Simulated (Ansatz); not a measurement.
## What internal relaxation does to the elastic constants of BN

Computed with DFT PBE+D3(BJ), scalar-relativistic, plane waves, PAW in Ansatz 0.2.0. Settings: 420 eV plane-wave cutoff, Γ-centred 12×12×12 mesh, fixed occupations. No spin polarisation.

The cell, relaxed at this level:
```yaml
crystal:
  lattice:
    - [0.00000, 3.33648, 2.16881]
    - [1.25384, 0.00000, 2.16881]
    - [1.25384, 3.33648, 0.00000]
  atoms:
    - { symbol: B, position: [0.00011, 0.00011, 0.99989] }
    - { symbol: N, position: [0.66659, 0.66659, 0.33341] }
```

Clamped-ion constants (GPa, Voigt order; atoms follow the strain homogeneously):
C11 = 904.1, C12 = -0.1, C13 = 164.9, C22 = 28.8, C23 = -8.2, C33 = 909.2, C44 = -3.1, C55 = 371.1, C66 = 9.2 GPa; the others vanish.

What are the constants once the atoms relax in each strained cell?

Results:

```
871.4   0.3 197.5   0.0   0.0   0.0
  0.3  28.8  -8.6   0.0   0.0   0.0
197.5  -8.5 876.6   0.0   0.0   0.0
  0.0   0.0   0.0  -3.1   0.0   0.0
  0.0   0.0   0.0   0.0 338.5   0.0
  0.0   0.0   0.0   0.0   0.0   9.2
```
The Voigt shear modulus goes from 187.8 to 174.8 GPa and the Voigt bulk modulus doesn't change. Relaxation subtracts ΛᵀK⁻¹Λ/V, with Λ the forces that a strain puts on the atoms and K the zone-centre force constants. At a stable cell this can only lower the diagonal constants, and it acts only for strains that share their symmetry with an optical mode; elsewhere, and where the coupling is weak, the constants hardly move. The least eigenvalue of the relaxed constants is -3.1 GPa, so this cell isn't stable against every strain.

This form isn't the usual stable structure of the compound.

Cost: 2 runs of about 7.8 core-minutes in all, on Intel Xeon Platinum 8259CL (Skylake/Cascade Lake) (shared hosts).